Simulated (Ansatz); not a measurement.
## Is this CaO structure a true minimum?

The structure comes from a generated guess, relaxed at this level; another structure or a mixture of phases may lie lower.

Computed with DFT PBE, scalar-relativistic, plane waves, PAW (Ansatz 0.2.0). Cutoff 420 eV; k points 12×12×12 on the computed 4-atom cell (Γ-centred); Gaussian smearing, width 0.02 eV; no spin polarisation.

The cell below (4 atoms, space group R3m (No. 160)) is relaxed within its symmetry.

```cif
data_structure
_symmetry_space_group_name_H-M 'P 1'
_symmetry_Int_Tables_number 1
_cell_length_a 6.1392
_cell_length_b 6.1392
_cell_length_c 6.1392
_cell_angle_alpha 31.662
_cell_angle_beta 31.662
_cell_angle_gamma 31.662
_cell_volume 56.61
loop_
_atom_site_label
_atom_site_type_symbol
_atom_site_fract_x
_atom_site_fract_y
_atom_site_fract_z
_atom_site_occupancy
Ca1 Ca 0.58446 0.58446 0.58446 1
Ca2 Ca 0.41493 0.41493 0.41493 1
O1 O 0.99889 0.99889 0.99889 1
O2 O 0.16838 0.16838 0.16838 1
```

For the test a repeat of it with 8 atoms (edges 3.35, 5.80, 6.14 Å) was strained at random (σ = 1.5 % a component), the atoms were moved at random (σ = 0.05 Å), and all was relaxed again on a coarse 4×2×4 mesh (in the run’s order of axes) with 0.10 eV smearing, with no symmetry imposed.

Task: Does it come back?

Result: It returns, within 1 meV/atom of the unmoved cell on that mesh and with the same symmetry when read at 0.1 Å (Cm at 0.01 Å, so small strains and shifts remain). No instability shows in this cell; modes of other wave vectors, which need another repeat, aren't tested.
